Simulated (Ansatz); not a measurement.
Results of RPBE (PAW; Ansatz, a program for electronic structure) for zinc-blende AlSb.

Numerical settings: plane-wave cutoff 520 eV, 10×10×10 k mesh, perturbation theory, scalar-relativistic PAW data made under PBE.

Computed at the level's own relaxed cell.

Give the computed zone-centre TO phonon frequency.


* **zone-centre TO phonon frequency**: 299 cm⁻¹

Measured, for comparison: zone-centre TO phonon frequency 323 cm⁻¹ (temperature not stated, not corrected to a static lattice; as tabulated in Giannozzi et al., Phys. Rev. B (1991)). Computed (rounded) less measured: zone-centre TO phonon frequency -7 %.

Spin–orbit coupling is not included.

The result took about 7 core-minutes (a rough figure).
